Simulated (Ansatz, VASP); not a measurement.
**BeSe3 in VASP and in Ansatz**

```
CELL_PARAMETERS angstrom
4.79430 0.00000 0.00000
-2.39715 4.15198 0.00000
0.00000 0.00000 4.27052
ATOMIC_POSITIONS crystal
Be 0.00000 0.00000 0.50000
Se 0.33333 0.66667 0.50000
Se 0.66667 0.33333 0.50000
Se 0.00000 0.00000 0.00000
```

Alike in both runs: functional PBE; k mesh 12 × 12 × 12; occupations gaussian, width 0.1 eV; no spin polarisation.

Ansatz relaxed the structure, and its values are those at the end. VASP's run is a single point on that final structure, the one shown.

|  | VASP | Ansatz |
| --- | --- | --- |
| version | VASP 6.6.1 | Ansatz 0.2.0 |
| potentials or method | VASP PAW PBE potentials, release 64 (Be, Se) | scalar-relativistic, plane waves, PAW |
| plane-wave cutoff (eV) | 520 | 420 |
| valence electrons in the cell | 20 | 50 |

VASP gave:

```
gap on the k mesh at the Fermi level (eV) : none
pressure (GPa)                            : 0.1
```

Question: Which values does Ansatz return?

Answer: gap on the k mesh at the Fermi level (eV): none; pressure (GPa): 0.0.

A gap of «none» marks a metal or a gap that the smearing closes. The two sets of potentials don't hold the same shells in valence.
